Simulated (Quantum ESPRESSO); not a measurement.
Crystal: W.

```xyz
1
Lattice="0.0000 2.0300 2.0300 2.0300 0.0000 2.0300 2.0300 2.0300 0.0000" Properties=species:S:1:pos:R:3 pbc="T T T"
W     0.0000    0.0000    0.0000
```

This isn't the form of W at room conditions, which is bcc.

```yaml
Program: Quantum ESPRESSO 7.5
Task: phonons and electron-phonon coupling
Functional: PBEsol
Potentials_or_basis: GBRV 1.5 PBEsol
Cutoff: 762 eV
Density_cutoff: 6095 eV
k_mesh: 12 × 12 × 12
Occupations: methfessel-paxton, width 0.272 eV
Spin: no spin polarisation
Mixing_beta: 0.5
Most_SCF_iterations: 120
SCF_threshold: 2e-10 Ry
q_mesh: 4 × 4 × 4
```

The cell and the atoms were relaxed first, to 15.96 Å³/atom (a = 2.826 Å, b = 2.826 Å, c = 2.826 Å, α = 60.00°, β = 60.00°, γ = 60.00°), and the response was taken there.

Problem. Is this structure dynamically stable at this level, and how far does the spectrum reach?

Solution. No: the interpolated spectrum has imaginary modes, down to 89i cm⁻¹ near q = (0.17, 0.17, 0.35). The highest frequency is 232 cm⁻¹.

Phonon frequencies at the corners of the path (cm⁻¹, interpolated; i marks imaginary ones):
| point | frequencies |
| --- | --- |
| Γ | 0 0 0 |
| X | 110 110 226 |
| W | 101 170 170 |
| K | 105 139 192 |
| L | 23 23 232 |
| U | 105 139 192 |

Phonon states per cell in windows of 20 cm⁻¹ (negative: imaginary):
```
from (cm⁻¹)  total
       -100   0.02
        -80   0.16
        -60   0.11
        -40   0.11
        -20   0.07
          0   0.08
         20   0.11
         40   0.17
         60   0.26
         80   0.38
        100   0.31
        120   0.22
        140   0.18
        160   0.17
        180   0.45
        200   0.17
        220   0.02
```

Caveat: some modes are imaginary; the interpolated spectrum has imaginary branches, which spoil the λ, ω_log and α²F that the log prints; λ from interpolated matrix elements is rough: modes that symmetry makes equal can differ by tens of percent.
